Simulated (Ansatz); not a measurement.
**Energy landscape near a Sr structure**

Theory: DFT PBEsol, scalar-relativistic, plane waves, PAW in Ansatz.

Plane waves to 420 eV, a k mesh through Γ of 6×6×8 on the computed 1-atom cell and Gaussian smearing (0.05 eV); no spin polarisation.

Reference cell:

```xyz
1
Lattice="10.9876 0.0000 0.0000 -5.4938 9.5156 0.0000 0.0000 0.0000 4.4211" Properties=species:S:1:pos:R:3 pbc="T T T"
Sr    0.0000    0.0000    0.0000
```

Each variant moves atoms of this cell by the vectors given, if any (Å), and then applies a symmetric strain (tensor components, Cartesian axes). The reference cell isn't relaxed at this level. Energies are per atom at zero smearing, counted from the lowest variant. Pressure is positive in compression.

1. strain (xx yy zz yz xz xy, %) 3.46 3.46 6.46 0.00 0.00 0.00
2. strain (xx yy zz yz xz xy, %) -2.93 -2.93 -1.43 0.00 0.00 0.00
3. strain (xx yy zz yz xz xy, %) -5.87 -5.87 3.13 0.00 0.00 0.00

```json
{"result": "A", "ΔE (meV/atom)": "3.7", "P (GPa)": "0.04", "gap on mesh (eV)": "0.28"}
{"result": "B", "ΔE (meV/atom)": "10.3", "P (GPa)": "-0.04", "gap on mesh (eV)": "0.45"}
{"result": "C", "ΔE (meV/atom)": "0.0", "P (GPa)": "-0.02", "gap on mesh (eV)": "0.36"}
```

**Question.** Which variant gave which result?

**Answer.** A is 2, B is 1, C is 3.

This form isn't the element's structure at ambient conditions.